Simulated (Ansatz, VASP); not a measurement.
One calculation of SnO2, two programs

INCAR

```
SYSTEM = SnO2
  ALGO = Normal
  EDIFF = 1E-6
  ENCUT = 520
  GGA = PS
  ISIF = 2
  ISMEAR = 0
  LASPH = .TRUE.
  LCHARG = .TRUE.
  LELF = .TRUE.
  LREAL = .FALSE.
  LVHAR = .TRUE.
  LWAVE = .FALSE.
  NBANDS = 35
  NELM = 80
  PREC = Accurate
  SIGMA = 0.02
```

File KPOINTS:

```
k-points
0
G
  6 6 8
  0 0 0
```

POSCAR

```
SnO2
1.0
    4.7684401829      0.0000000000      0.0000000000
    0.0000000000      4.7684401829      0.0000000000
    0.0000000000      0.0000000000      3.2123956998
Sn O
2 4
Direct
    0.5000000000      0.5000000000      0.5000000000
    0.0000000000      0.0000000000      0.0000000000
    0.1937455605      0.8062544395      0.5000000000
    0.8062544395      0.1937455605      0.5000000000
    0.3062544395      0.3062544395      0.0000000000
    0.6937455605      0.6937455605      0.0000000000
```

Input for Ansatz:

```yaml
crystal:
  lattice:
    - [4.7684401829, 0.0, 0.0]
    - [0.0, 4.7684401829, 0.0]
    - [0.0, 0.0, 3.2123956998]
  atoms:
    - { symbol: Sn, position: [0.5, 0.5, 0.5] }
    - { symbol: Sn, position: [0.0, 0.0, 0.0] }
    - { symbol: O, position: [0.1937455605, 0.8062544395, 0.5] }
    - { symbol: O, position: [0.8062544395, 0.1937455605, 0.5] }
    - { symbol: O, position: [0.3062544395, 0.3062544395, 0.0] }
    - { symbol: O, position: [0.6937455605, 0.6937455605, 0.0] }
basis:
  ecutwfc: 420
  xc_grid: 2
kpoints:
  mp_grid: { grid: [6, 6, 8] }
  band_path: { path: [VBM, CBM], npoints: 2 }
hamiltonian:
  xc: pbesol
scf:
  occupations: { method: gaussian, width: 0.02 }
output:
  forces: true
  stress: true
  eigenvalues: true
```

Alike in both runs: task single point; functional PBEsol; k mesh 6 × 6 × 8; occupations gaussian, width 0.02 eV; no spin polarisation.

|  | VASP | Ansatz |
| --- | --- | --- |
| version | VASP 6.6.1 | Ansatz 0.2.0 |
| potentials or method | VASP PAW PBE potentials, release 64 (Sn_d, O) | scalar-relativistic, plane waves, PAW |
| plane-wave cutoff (eV) | 520 | 420 |
| valence electrons in the cell | 52 | 52 |

Ansatz gave:

- gap on the k mesh at the Fermi level (eV): 0.92
- least direct gap on the mesh (eV): 0.92
- pressure (GPa): 0.0
- largest component of the traceless stress (GPa): 0.03
- rms of the force components (eV/Å): 0.002

Question: Estimate VASP's values.

Answer: gap on the k mesh at the Fermi level (eV): 0.91; least direct gap on the mesh (eV): 0.91; pressure (GPa): 0.6; largest component of the traceless stress (GPa): 0.18; rms of the force components (eV/Å): 0.006.

Atom by atom the forces differ by 0.007 eV/Å (rms over components). The functional is the same, so the differences come from potentials, cutoffs and numerics.

Caveats: the PAW data sets were made with another functional, which shifts forces and pressure a little (VASP); spin-orbit coupling is left out, which moves the levels of the heavy elements. A hybrid or GW would open this gap; PBEsol tends to underestimate it.
